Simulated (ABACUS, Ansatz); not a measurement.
**Cost and result for the equilibrium volume of Ge**

**What was measured.** The equilibrium volume of Ge (Germanium) (Fd-3m) is reported as 22.64 Å³/atom at 298.15 K (COD entry, doi:10.1107/S0021889875010965). The runs below try to reproduce it.

```cif
data_structure
_symmetry_space_group_name_H-M 'Fd-3m:1'
_symmetry_Int_Tables_number 227
_cell_length_a 5.6578
_cell_length_b 5.6578
_cell_length_c 5.6578
_cell_angle_alpha 90.000
_cell_angle_beta 90.000
_cell_angle_gamma 90.000
_cell_volume 181.11
loop_
_atom_site_label
_atom_site_type_symbol
_atom_site_symmetry_multiplicity
_atom_site_Wyckoff_symbol
_atom_site_fract_x
_atom_site_fract_y
_atom_site_fract_z
_atom_site_occupancy
Ge1 Ge 8 a 0.25000 0.25000 0.25000 1
```

```csv
rung,level,program and potentials,cutoff (eV),k mesh,smearing,task,core time,chip,equilibrium volume (Å³/atom),miss,notes
GGA,rPW86-PBE,"Ansatz, Ansatz PAW",420,8 × 8 × 8,fermi-dirac 0.05,relaxation of cell and atoms,5.1 s,Intel Xeon Skylake/Cascade Lake,25.15,+11.1 %,"potentials made for PBE, which Ansatz adapts in part"
GGA,BLYP,"Ansatz, Ansatz PAW",420,8 × 8 × 8,fermi-dirac 0.05,relaxation of cell and atoms,5.2 s,AMD EPYC 7B13 Zen 3,25.45,+12.4 %,"potentials made for PBE, which Ansatz adapts in part"
GGA + dispersion,revPBE+D4,"Ansatz, Ansatz PAW",420,8 × 8 × 8,fermi-dirac 0.05,equation of state,8.7 s,Arm Neoverse V2,22.93,+1.3 %,"potentials made for PBE, which Ansatz adapts in part"
non-local van der Waals functional,rPW86-PBE+rVV10,"Ansatz, Ansatz PAW",420,8 × 8 × 8,fermi-dirac 0.05,relaxation of cell and atoms,9.6 s,Arm Neoverse V1,24.43,+7.9 %,"potentials made for PBE, which Ansatz adapts in part"
LDA,SVWN5,"Ansatz, Ansatz PAW",420,8 × 8 × 8,fermi-dirac 0.05,relaxation of cell and atoms,10 s,Intel Xeon Skylake/Cascade Lake,22.19,-2.0 %,"potentials made for PBE, which Ansatz adapts in part"
GGA + dispersion,BLYP+D4,"Ansatz, Ansatz PAW",420,8 × 8 × 8,fermi-dirac 0.05,equation of state,26 s,Intel Xeon Skylake/Cascade Lake,23.61,+4.3 %,"potentials made for PBE, which Ansatz adapts in part"
GGA,PBE,"ABACUS, GBRV ultrasoft 1.5 PBE, plane waves",544,6 × 6 × 6,fermi-dirac 0.05,relaxation of cell and atoms,77 s,Intel Xeon 6975P-C Granite Rapids,23.92,+5.7 %,-
LDA,LDA,"Ansatz, JTH PAW LDA",1080,8 × 8 × 8,fermi-dirac 0.05,equation of state,78 s,Intel Xeon Skylake/Cascade Lake,22.30,-1.5 %,-
hybrid,HSE03,"Ansatz, Ansatz PAW",420,4 × 4 × 4,fermi-dirac 0.05,relaxation of cell and atoms,1.8 min,Intel Xeon Skylake/Cascade Lake,23.10,+2.0 %,"coarse mesh; potentials made for PBE, which Ansatz adapts in part"
```

Times are single runs on shared hosts and different chips, so they are rough; meshes, cutoffs and the tasks' sizes weigh on the time. All rows: no spin polarisation. Smearing widths are in eV. For a metal such meshes aren't converged. Meshes differ between rows, which moves values too. Meshes are those of the run's cell of 2 atoms unless a note names another. Relaxations start from the cell shown or near it and stop with a little pressure left. Misses use the values as printed. Runs on faulty files, with rough fits or with known faults for this quantity aren't shown. No row holds spin-orbit coupling.

By rung: LDA 22.19 to 22.30; GGA 23.92 to 25.45; GGA + dispersion 22.93 to 23.61; non-local van der Waals functional 24.43; hybrid on coarse meshes 23.10 (Å³/atom). Measured: 22.64 Å³/atom at 298.15 K (COD entry, doi:10.1107/S0021889875010965). Closest, coarse meshes and atomic bases left aside, is revPBE+D4 (+1.3 %), and PBE misses by +5.7 % on plain settings. The runs are for a static lattice, while measurements hold temperature and zero-point motion.
